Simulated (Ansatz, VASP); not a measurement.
Y: VASP beside Ansatz

The input INCAR:

```
SYSTEM = Y
PREC = Accurate
ENCUT = 520
EDIFF = 1E-6
ISMEAR = -1
SIGMA = 0.08
LREAL = .FALSE.
LASPH = .TRUE.
NELM = 80
ALGO = Normal
ISIF = 2
LWAVE = .FALSE.
LCHARG = .FALSE.
NBANDS = 18
```

File KPOINTS:

```
Automatic mesh
0
G
  12 12 7
  0 0 0
```

Contents of POSCAR:

```
Y
1.0
    3.6514992371      0.0000000000      0.0000000000
   -1.8257496185      3.1622911012      0.0000000000
    0.0000000000      0.0000000000      5.6324520000
Y
2
Direct
    0.3333333333      0.6666666667      0.2500000000
    0.6666666667      0.3333333333      0.7500000000
```

Input for Ansatz:

```yaml
crystal:
  lattice:
    - [3.6514992371, 0.0, 0.0]
    - [-1.8257496185, 3.1622911012, 0.0]
    - [0.0, 0.0, 5.632452]
  atoms:
    - { symbol: "Y", position: [0.3333333333, 0.6666666667, 0.25] }
    - { symbol: "Y", position: [0.6666666667, 0.3333333333, 0.75] }
kpoints:
  mp_grid: { grid: [12, 12, 7] }
  band_path:
    path:
      - [0.0, 0.0, 0.0]
      - [0.5, 0.0, 0.0]
      - [0.3333333333, 0.3333333333, 0.0]
      - [0.0, 0.0, 0.0]
      - [0.0, 0.0, 0.5]
      - [0.5, 0.0, 0.5]
      - [0.3333333333, 0.3333333333, 0.5]
      - [0.0, 0.0, 0.5]
      - [0.5, 0.0, 0.5]
    npoints: 5
scf:
  occupations: { method: fermi_dirac, width: 0.08 }
hamiltonian:
  xc: lda
  pseudopotentials: { kind: all_electron, lapw: { basis_error: 0.00025 } }
output:
  forces: true
  stress: true
  eigenvalues: true
```

Change from the starting cell: zz strain of -2 %.

Alike in both runs: task single point; functional LDA; k mesh 12 × 12 × 7; occupations fermi-dirac, width 0.08 eV; no spin polarisation.

```csv
,VASP,Ansatz
version,VASP 6.6.1,Ansatz 0.2.0
potentials or method,"VASP PAW LDA potentials, release 64 (Y_sv)","all-electron LAPW, scalar-relativistic"
plane-wave cutoff (eV),520,see its input
```

|  | VASP | Ansatz | Ansatz less VASP |
| --- | --- | --- | --- |
| pressure (GPa) | -3.3 | -3.2 | +0.10 |
| largest component of the traceless stress (GPa) | 0.32 | 0.31 | -0.005 |

Ansatz ran all-electron here, so the differences hold the error of VASP's frozen core and of both bases.
